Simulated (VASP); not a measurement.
# Fe2O3 (Hematite) (R-3c) in VASP: single point with PBE

Aim: the single point of Fe2O3 (Hematite) with PBE.

Everything below comes from runs of VASP 6.6.1. Logs are shortened: lines on timing, memory, paths and dates and some standing lists are left out, and cuts for length are marked.

## Step 1: The structure

The structure is trigonal, space group R-3c (No. 167). Conventional cell: a = 4.773 Å, b = 4.773 Å, c = 13.302 Å, α = 90.00°, β = 90.00°, γ = 120.00°. Fe (site symmetry 3) is surrounded by 6 O at 1.89 to 1.96 Å. Around O (site symmetry 2) lie 4 Fe at 1.89 to 1.96 Å.

## Step 2: Single point, PBE, collinear spin, typed start

Input file INCAR:

```
SYSTEM = Fe2O3
PREC     = Accurate       ! precision mode
ENCUT    = 520            ! plane-wave cutoff, eV
EDIFF    = 1E-6           ! SCF threshold, eV
ISMEAR   = 0              ! smearing method
SIGMA    = 0.05           ! smearing width, eV
LREAL    = .FALSE.        ! projectors in reciprocal space
LASPH    = .TRUE.         ! aspherical terms in the spheres
NELM     = 150            ! most SCF steps
ALGO     = Normal         ! electronic algorithm
ISIF     = 2              ! what is computed and relaxed
LWAVE    = .FALSE.        ! write WAVECAR
LCHARG   = .FALSE.        ! write CHGCAR
ISPIN    = 2              ! spin polarisation
MAGMOM   = 5 5 5 5 0 0 0 0 0 0 ! initial moments
LORBIT   = 11             ! projections on sites
LMAXMIX  = 4              ! l up to which the mixer works
GGA      = PE             ! functional
NBANDS   = 49             ! bands
```

Input file KPOINTS:

```
Automatic mesh
0
G
  6 6 6
  0 0 0
```

Input file POSCAR:

```
Fe2O3
1.0
    2.3864912506      1.3778413660      4.4338373392
   -2.3864912506      1.3778413660      4.4338373392
    0.0000000000     -2.7556827319      4.4338373392
Fe O
4 6
Direct
    0.3454719331      0.3454719331      0.3454719331
    0.1545280669      0.1545280669      0.1545280669
    0.6545280669      0.6545280669      0.6545280669
    0.8454719331      0.8454719331      0.8454719331
    0.5632170450      0.9367829550      0.2500000000
    0.2500000000      0.5632170450      0.9367829550
    0.9367829550      0.2500000000      0.5632170450
    0.4367829550      0.0632170450      0.7500000000
    0.7500000000      0.4367829550      0.0632170450
    0.0632170450      0.7500000000      0.4367829550
```

Potentials or basis: VASP PAW PBE potentials, release 64 (Fe, O).

Launch:

```bash
> cat potpaw_PBE.64/Fe/POTCAR potpaw_PBE.64/O/POTCAR > POTCAR
> mpirun -np 1 vasp_std > vasp.out
```

OUTCAR:

```text
SYSTEM = Fe2O3
   PREC = Accurate
   ENCUT = 520
   EDIFF = 1E-6
   ISMEAR = 0
   LREAL = .FALSE.
   LASPH = .TRUE.
   NELM = 150
   ISIF = 2
   ISPIN = 2
   LORBIT = 11
   GGA = PE

 ion  position               nearest neighbor table
   1  0.345  0.345  0.345-  10 1.89   8 1.89   9 1.89   5 1.96   6 1.96   7 1.96   2 2.54   3 2.77
                             3 2.77   3 2.77
   2  0.155  0.155  0.155-   9 1.89   8 1.89  10 1.89   5 1.96   7 1.96   6 1.96   1 2.54   4 2.77
                             4 2.77   4 2.77
   3  0.655  0.655  0.655-   7 1.89   5 1.89   6 1.89   8 1.96   9 1.96  10 1.96   4 2.54   1 2.77
                             1 2.77   1 2.77
   4  0.845  0.845  0.845-   6 1.89   5 1.89   7 1.89   8 1.96  10 1.96   9 1.96   3 2.54   2 2.77
                             2 2.77   2 2.77
   5  0.563  0.937  0.250-   3 1.89   4 1.89   1 1.96   2 1.96
   6  0.250  0.563  0.937-   4 1.89   3 1.89   1 1.96   2 1.96
   7  0.937  0.250  0.563-   3 1.89   4 1.89   2 1.96   1 1.96
   8  0.437  0.063  0.750-   1 1.89   2 1.89   3 1.96   4 1.96
   9  0.750  0.437  0.063-   2 1.89   1 1.89   3 1.96   4 1.96
  10  0.063  0.750  0.437-   1 1.89   2 1.89   4 1.96   3 1.96

  LATTYP: Found a trigonal (rhomboedric) cell.
 ALAT       =     5.2204119444
 COS(alpha) =     0.5820347850

  Lattice vectors:

 A1 = (   2.3864912506,   1.3778413660,   4.4338373392)
 A2 = (  -2.3864912506,   1.3778413660,   4.4338373392)
 A3 = (   0.0000000000,  -2.7556827319,   4.4338373392)

Analysis of symmetry for initial positions (statically):
=====================================================================
 Subroutine PRICEL returns:
 Original cell was already a primitive cell.

 Routine SETGRP: Setting up the symmetry group for a
 trigonal (rhombohedral) supercell.

 Subroutine GETGRP returns: Found 12 space group operations
 (whereof  6 operations were pure point group operations)
 out of a pool of 12 trial point group operations.

The static configuration has the point symmetry S_6 .
 The point group associated with its full space group is D_3d.

Analysis of symmetry for dynamics (positions and initial velocities):
=====================================================================
 Subroutine PRICEL returns:
 Original cell was already a primitive cell.

 Routine SETGRP: Setting up the symmetry group for a
 trigonal (rhombohedral) supercell.

 Subroutine GETGRP returns: Found 12 space group operations
 (whereof  6 operations were pure point group operations)
 out of a pool of 12 trial point group operations.

The dynamic configuration has the point symmetry S_6 .
 The point group associated with its full space group is D_3d.

Analysis of structural, dynamic, and magnetic symmetry:
=====================================================================
 Subroutine PRICEL returns:
 Original cell was already a primitive cell.

 Routine SETGRP: Setting up the symmetry group for a
 trigonal (rhombohedral) supercell.

 Subroutine GETGRP returns: Found 12 space group operations
 (whereof  6 operations were pure point group operations)
 out of a pool of 12 trial point group operations.

The overall configuration has the point symmetry S_6 .
 The point group associated with its full space group is D_3d.

 Subroutine INISYM returns: Found 12 space group operations
 (whereof  6 operations are pure point group operations),
 and found     1 'primitive' translations

----------------------------------------------------------------------------------------

                                     Primitive cell

  volume of cell :      87.4762

  direct lattice vectors                    reciprocal lattice vectors
     2.386491251  1.377841366  4.433837339     0.209512606  0.120962159  0.075179423
    -2.386491251  1.377841366  4.433837339    -0.209512606  0.120962159  0.075179423
     0.000000000 -2.755682732  4.433837339     0.000000000 -0.241924318  0.075179423

  length of vectors
     5.220411944  5.220411944  5.220411944     0.253336380  0.253336380  0.253336380

  position of ions in fractional coordinates (direct lattice)
     0.345471933  0.345471933  0.345471933
     0.154528067  0.154528067  0.154528067
     0.654528067  0.654528067  0.654528067
     0.845471933  0.845471933  0.845471933
     0.563217045  0.936782955  0.250000000
     0.250000000  0.563217045  0.936782955
[... 85 lines left out ...]
   LSORBIT =      F    spin-orbit coupling
   LASPH  =      T    aspherical Exc in radial PAW
   ENCUT  =  520.0 eV  38.22 Ry    6.18 a.u.   9.71  9.71  9.71*2*pi/ulx,y,z
   NELM   =    150;   NELMIN=  2; NELMDL= -5     # of ELM steps
   EDIFF  = 0.1E-05   stopping-criterion for ELM
   LREAL  =      F    real-space projection
   EDIFFG = 0.1E-04   stopping-criterion for IOM
   NSW    =      0    number of steps for IOM
   IBRION =     -1    ionic relax: 0-MD 1-quasi-New 2-CG
   NFREE  =      0    steps in history (QN), initial steepest desc. (CG)
   ISIF   =      2    stress and relaxation
   ISYM   =      2    0-nonsym 1-usesym 2-fastsym
   POTIM  = 0.5000    time-step for ionic-motion
   TEBEG  =    0.0;   TEEND  =   0.0 temperature during run
   PSTRESS=    0.0 pullay stress
   NELECT =      68.0000    total number of electrons
   NUPDOWN=      -1.0000    fix difference up-down
   EMIN   =  10.00;   EMAX   =-10.00  energy-range for DOS
   EFERMI =   0.00;   METHOD = LEGACY
   ISMEAR =     0;   SIGMA  =   0.05  broadening in eV -4-tet -1-fermi 0-gaus
   EFERMI_NEDOS =   21; number of points for ismear=-14 and -15
   IALGO  =     38    algorithm
   IMIX   =      4    mixing-type and parameters
     AMIX     =   0.40;   BMIX     =  1.00
     AMIX_MAG =   1.60;   BMIX_MAG =  1.00
  volume/ion in A,a.u.               =       8.75        59.03
  Fermi-wavevector in a.u.,A,eV,Ry     =   1.505270  2.844548 30.828600  2.265838
  Thomas-Fermi vector in A             =   2.616141
   LORBIT       =     11    0 simple, 1 ext, 2 COOP (PROOUT), +10 PAW based schemes
   GGA     = PE    functional components
   LHFCALC =     F    Hartree Fock is set to
   AEXX    =    0.0000 exact exchange contribution
   IVDW    =     0    specifies the selected vdW correction
   LEPSILON=     F    determine dielectric tensor
   LRPA    =     F    only Hartree local field effects (RPA)
 spin polarized calculation
 Gauss-broadening in eV      SIGMA  =   0.05
  energy-cutoff  :      520.00
  volume of cell :       87.48
 maximum number of plane-waves:      2386
   NGX = 19   NGY = 19   NGZ = 19

 number of electron      68.0000004 magnetization      11.8209036

 number of electron      68.0000002 magnetization       4.0006792

 Free energy of the ion-electron system (eV)
  ---------------------------------------------------
  ext. energy  EPLUGINS =         0.00000000
  ---------------------------------------------------
  free energy    TOTEN  =       -74.62082341 eV

  energy without entropy =      -74.60640659  energy(sigma->0) =      -74.61361500

 E-fermi :   5.5910     XC(G=0): -12.4336

 val. band max:        5.5873706005   @ k =  -0.3333   0.3333   0.3333
 cond. band min:       5.5912311266   @ k =   0.5000   0.5000   0.1667
 fundamental gap:      0.0038605261
 Fermi energy:         5.5909638041

 spin component 1

 k-point     1 :       0.0000    0.0000    0.0000
  band No.  band energies     occupation
      1     -15.5678      1.00000
      2     -13.6808      1.00000
      3     -13.6540      1.00000
      4     -13.6540      1.00000
      5     -13.5074      1.00000
      6     -13.5074      1.00000
[... 1165 lines left out ...]
     45      14.9330      0.00000
     46      15.2433      0.00000

 [... further k-points ...]

 spin component 2

 k-point     1 :       0.0000    0.0000    0.0000
  band No.  band energies     occupation
      1     -15.5043      1.00000
      2     -13.6213      1.00000
      3     -13.5897      1.00000
      4     -13.5897      1.00000
      5     -13.4458      1.00000
      6     -13.4458      1.00000
[... 1165 lines left out ...]
     45      15.0627      0.00000
     46      15.3734      0.00000

 [... further k-points ...]

 [bands above 46 left out]

------------------------ aborting loop because EDIFF is reached ----------------------------------------

  FORCE on cell =-STRESS in cart. coord.  units (eV):
  Direction    XX          YY          ZZ          XY          YZ          ZX
  --------------------------------------------------------------------------------------
  -------------------------------------------------------------------------------------
  Total        0.9152960      0.9152960      0.9011252     -0.0000000      0.0000000     -0.0000000
  in kB       16.7641716     16.7641716     16.5046239     -0.0000000      0.0000000     -0.0000000
  external PRESSURE =      16.6776557 kB  Pullay stress =       0.0000000 kB

 VOLUME and BASIS-vectors are now :
 -----------------------------------------------------------------------------
  energy-cutoff  :      520.00
  volume of cell :       87.48
      direct lattice vectors                 reciprocal lattice vectors
     2.386491251  1.377841366  4.433837339     0.209512606  0.120962159  0.075179423
    -2.386491251  1.377841366  4.433837339    -0.209512606  0.120962159  0.075179423
     0.000000000 -2.755682732  4.433837339     0.000000000 -0.241924318  0.075179423

 POSITION                                       TOTAL-FORCE (eV/Angst)
 -----------------------------------------------------------------------------------
      0.00000      0.00000      4.59530        -0.000000      0.000000      0.039166
      0.00000      0.00000      2.05546        -0.000000     -0.000000     -0.039166
      0.00000      0.00000      8.70621        -0.000000     -0.000000     -0.039166
      0.00000      0.00000     11.24606        -0.000000      0.000000      0.039166
     -0.89151      1.37784      7.75922         0.021937      0.000000     -0.000000
     -0.74749     -1.46099      7.75922        -0.010968      0.018998     -0.000000
      1.63900      0.08315      7.75922        -0.010968     -0.018998     -0.000000
      0.89151     -1.37784      5.54230        -0.021937      0.000000     -0.000000
      0.74749      1.46099      5.54230         0.010968     -0.018998     -0.000000
     -1.63900     -0.08315      5.54230         0.010968      0.018998     -0.000000
 -----------------------------------------------------------------------------------
    total drift:                                0.000000      0.000000     -0.000000

  FREE ENERGIE OF THE ION-ELECTRON SYSTEM (eV)
  ---------------------------------------------------
  free  energy   TOTEN  =       -74.6208234131 eV

  energy  without entropy=      -74.6064065897  energy(sigma->0) =      -74.61361500

 total charge

# of ion       s       p       d       tot
------------------------------------------
    1        0.410   0.654   6.306   7.369
    2        0.410   0.654   6.306   7.369
    3        0.410   0.654   6.306   7.369
    4        0.410   0.654   6.306   7.369
    5        1.561   3.452   0.000   5.014
    6        1.561   3.452   0.000   5.014
    7        1.561   3.452   0.000   5.014
    8        1.561   3.452   0.000   5.014
    9        1.561   3.452   0.000   5.014
   10        1.561   3.452   0.000   5.014
--------------------------------------------------
tot         11.007  23.330  25.222  59.560

 magnetization (x)

# of ion       s       p       d       tot
------------------------------------------
    1        0.007   0.010   0.927   0.943
    2        0.007   0.010   0.927   0.943
    3        0.007   0.010   0.927   0.943
    4        0.007   0.010   0.927   0.943
    5        0.000   0.028   0.000   0.028
    6        0.000   0.028   0.000   0.028
    7        0.000   0.028   0.000   0.028
    8        0.000   0.028   0.000   0.028
    9        0.000   0.028   0.000   0.028
   10        0.000   0.028   0.000   0.028
--------------------------------------------------
tot          0.028   0.207   3.706   3.941
```

It took 3.5 min on 1 thread of Intel Xeon 6975P-C (Granite Rapids), shared host; peak memory 0.4 GiB.

Results:

* Free energy: -74.6208 eV
* Pressure: 1.7 GPa
* Largest force: 0.039 eV/Å
* Band gap on the k mesh: none (metal or under the smearing width)
* Net moment: 4.00 μB per cell
* Site moments: Fe +0.94; O +0.03 μB
* Valence electrons inside the program's atomic spheres: Fe 7.37; O 5.01

Forces in eV/Å, atoms in the order of the input:
```
Fe   0.000  0.000  0.039
Fe   0.000  0.000 -0.039
Fe   0.000  0.000 -0.039
Fe   0.000  0.000  0.039
O    0.022  0.000  0.000
O   -0.011  0.019  0.000
O   -0.011 -0.019  0.000
O   -0.022  0.000  0.000
O    0.011 -0.019  0.000
O    0.011  0.019  0.000
```

Levels at points of the mesh, in eV from the Fermi level:
Spin up:
```
           k point  band 33  band 34  band 35  band 36  band 37  band 38  band 39  band 40
(0.00, 0.00, 0.00)    -1.03    -0.61    -0.54    -0.54     0.44     0.44     0.61     0.61
(0.50, 0.00, 0.00)    -0.96    -0.96    -0.84    -0.84     1.00     1.00     1.21     1.21
(0.50, 0.50, 0.00)    -0.94    -0.83    -0.73    -0.73     0.32     0.48     0.68     1.09
(0.50, 0.50, 0.50)    -0.84    -0.84    -0.84    -0.84     1.06     1.06     1.06     1.06
```
Spin down:
```
           k point  band 28  band 29  band 30  band 31  band 32  band 33  band 34  band 35  band 36  band 37
(0.00, 0.00, 0.00)    -0.76    -0.76    -0.66    -0.66    -0.30     0.30     0.30     0.46     0.90     1.08
(0.50, 0.00, 0.00)    -0.39    -0.34    -0.34    -0.10    -0.10    -0.02    -0.02     0.45     0.45     1.51
(0.50, 0.50, 0.00)    -0.98    -0.49    -0.35    -0.26    -0.06     0.07     0.32     0.40     0.57     0.89
(0.50, 0.50, 0.50)    -0.80    -0.07    -0.07    -0.04    -0.04    -0.04    -0.04     0.05     0.05     1.56
```

Caveat: the moment fell far below its start of 5 μB, so a state of higher moment may lie lower in energy; semilocal functionals often make such compounds metallic where correlation or magnetic order opens a gap, which also shifts bond lengths.
